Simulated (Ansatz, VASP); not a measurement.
Two plane-wave programs on C

File POSCAR:

```
C
1.0
    2.5157113486      0.0000000000      0.0000000000
   -1.2578556743      2.1678307826      0.0000000000
    0.0000000000      0.0000000000      4.1688692921
C
4
Direct
    0.3332878380      0.6665756760      0.0002188364
    0.6667121620      0.3334243240      0.5002188364
    0.3332878380      0.6665756760      0.3747811636
    0.6667121620      0.3334243240      0.8747811636
```

File INCAR.step1:

```
PREC = Accurate
ENCUT = 520
ISMEAR = 0
SIGMA = 0.01
LREAL = False
LASPH = True
NELM = 100
NBANDS = 16
GGA = PE
ALGO = Normal
EDIFF = 1E-4
LWAVE = True
LCHARG = False
```

File INCAR.step2:

```
PREC = Accurate
ENCUT = 520
EDIFF = 1E-6
ISMEAR = 0
SIGMA = 0.01
LREAL = False
LASPH = True
NELM = 100
ALGO = Normal
ISIF = 2
LWAVE = False
LCHARG = False
METAGGA = R2SCAN
LMIXTAU = True
NBANDS = 16
ISTART = 1
```

KPOINTS

```
Automatic mesh
0
Gamma
  12 12 6
```

Input for Ansatz:

```yaml
crystal:
  lattice:
    - [2.5157113486, 0.0, 0.0]
    - [-1.2578556743, 2.1678307826, 0.0]
    - [0.0, 0.0, 4.1688692921]
  atoms:
    - { symbol: C, position: [0.333287838, 0.666575676, 0.0002188364] }
    - { symbol: C, position: [0.666712162, 0.333424324, 0.5002188364] }
    - { symbol: C, position: [0.333287838, 0.666575676, 0.3747811636] }
    - { symbol: C, position: [0.666712162, 0.333424324, 0.8747811636] }
kpoints:
  mp_grid: { grid: [12, 12, 6] }
  band_path:
    path:
      - [0.0, 0.0, 0.0]
      - [0.5, 0.0, 0.0]
      - [0.3333333333, 0.3333333333, 0.0]
      - [0.0, 0.0, 0.5]
      - [0.5, 0.0, 0.5]
      - [0.3333333333, 0.3333333333, 0.5]
    npoints: 1
hamiltonian:
  xc: r2scan
scf:
  occupations: { method: fixed }
  n_extra_bands: 5
output:
  forces: true
  stress: true
  eigenvalues: true
  write_density: true
  write_potential: true
  elf: true
  volumetric_format: npy
```

Change from the starting cell: uniaxial_x strain +0.5%.

Alike in both runs: task single point; functional r2SCAN; k mesh 12 × 12 × 6; no spin polarisation.

|  | VASP | Ansatz |
| --- | --- | --- |
| version | VASP 6.6.1 | Ansatz 0.2.0 |
| potentials or method | VASP PAW PBE potentials, release 64 (C) | plane waves, PAW |
| plane-wave cutoff (eV) | 520 | 500 |
| occupations | gaussian, width 0.01 eV | fixed |
| valence electrons in the cell | 16 | 16 |

Ansatz gave:

```
gap on the k mesh at the Fermi level (eV)       : 3.60
pressure (GPa)                                  : -2.2
largest component of the traceless stress (GPa) : 3.91
rms of the force components (eV/Å)              : 0.000
```

Q: Estimate VASP's values.

A: gap on the k mesh at the Fermi level (eV): 3.57; pressure (GPa): -0.8; largest component of the traceless stress (GPa): 3.92; rms of the force components (eV/Å): 0.005.

Atom by atom the forces differ by 0.005 eV/Å (rms over components).

Caveats: the PAW data sets were made with another functional, which shifts forces and pressure a little (VASP).
